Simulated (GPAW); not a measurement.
## Nb in GPAW: the effect of functional

The system is Nb.

```
Nb
1.0
    -1.66395    1.66395    1.66395
     1.66395   -1.66395    1.66395
     1.66395    1.66395   -1.66395
Nb
1
Cartesian
  0.0000 0.0000 0.0000
```

Alike in all runs:

* Program: GPAW 26.7.0
* Task: band structure
* Cutoff: 600 eV
* Basis: pw
* k mesh: 11 × 11 × 11
* Occupations: fermi-dirac, width 0.05 eV
* Spin: no spin polarisation

| functional | potentials or basis | pressure (GPa) |
| --- | --- | --- |
| LDA | the program's PAW data sets (release 1.2.1) made for this functional | -12.4 |
| PBEsol | PAW data sets generated in the run's folder for this functional | ? |
| RPBE | the program's PAW data sets (release 1.2.1) made for this functional | 0.3 |
| revPBE | the program's PAW data sets (release 1.2.1) made for this functional | -0.6 |
| BLYP | PAW data sets generated in the run's folder for this functional | 3.1 |
| r2SCAN | GPAW PAW data sets (gpaw-data 1.2.1) | -3.3 |

What does the run with functional PBEsol give?

Pressure -8.5 GPa.

Caveats: the PAW data sets were made with another functional, which shifts forces and pressure a little (some runs).

Runs at the PBE level aren't shown here.
